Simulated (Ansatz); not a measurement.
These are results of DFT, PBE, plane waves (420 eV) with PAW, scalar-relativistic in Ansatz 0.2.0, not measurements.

An element in the bcc structure gives this curve. The cell is scaled uniformly from the relaxed one, with fractional coordinates and shape fixed. Energies are extrapolated to zero smearing, pressures are those at the given smearing. Magnetic state: spin not included.

| V (Å³/atom) | E − E₀ (meV/atom) | P (GPa) |
| --- | --- | --- |
| 20.556 | 53.1 | 6.98 |
| 21.490 | 21.6 | 4.02 |
| 22.424 | 5.2 | 1.78 |
| 23.359 | 0.0 | 0.11 |
| 24.293 | 3.3 | -1.14 |
| 25.227 | 12.7 | -2.06 |
| 26.162 | 26.6 | -2.72 |

**Question.** Which element is it?
A. scandium
B. hafnium
C. cadmium
D. lithium

**Answer.** C. Its fit is V₀ = 23.42 Å³/atom, B₀ = 35 GPa, B₀′ = 6.5.
